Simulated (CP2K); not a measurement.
Runs of CP2K 2026.2 on LiH. The structure is cubic, space group Fm-3m (No. 225). The conventional cell has a = 4.073 Å, b = 4.073 Å, c = 4.073 Å, α = 90.00°, β = 90.00°, γ = 90.00°. Li (site symmetry m-3m) has 6 H at 2.04 Å as nearest neighbours. Around H (site symmetry m-3m) lie 6 Li at 2.04 Å. 

```csv
level,potentials or basis,smearing,EPS_DEFAULT,NGRIDS,points a segment of the path (NPOINTS),bands added on the path,CUTOFF of the grids,gap on the mesh (eV),pressure (GPa)
PBEsol,"POTENTIAL_UZH Li GTH-PBE-q3, H GTH-PBE-q1; TZVP-MOLOPT-PBE-GTH basis",fermi-dirac 0.05 eV,1.0E-9,5,10,2,550 Ry,3.18,(b)
r2SCAN,"POTENTIAL_UZH Li GTH-SCAN-q3, H GTH-SCAN-q1; TZVP-MOLOPT-SCAN-GTH basis",fermi-dirac 0.0259 eV,1.0E-9,5,6,6,800 Ry,3.94,-1.3
TB-mBJ,"POTENTIAL_UZH Li GTH-PBE-q3, H GTH-PBE-q1; TZVP-MOLOPT-PBE-GTH basis",fermi-dirac 0.01 eV,1.0E-10,5,8,6,800 Ry,4.15,-
LDA,"GTH_POTENTIALS Li GTH-PADE-q3, H GTH-PADE-q1; TZVP-MOLOPT-PBE-GTH basis",fermi-dirac 0.05 eV,1.0E-9,4,8,4,550 Ry,(a),-4.0
```

Alike in all rows: task band structure; no spin polarisation; cell as given; k mesh 11 × 11 × 11.

Question: Estimate the missing entries.

Answer: (a) 3.02; (b) -2.2.

Caveats: the mesh misses the band edges, which the band path finds closer together; the basis of atomic orbitals isn't converged, which shifts pressures, moduli and gaps; the potentials were made for another functional, which shifts forces and pressure (some runs); this is a model potential without an energy functional, so only levels have meaning (some runs).
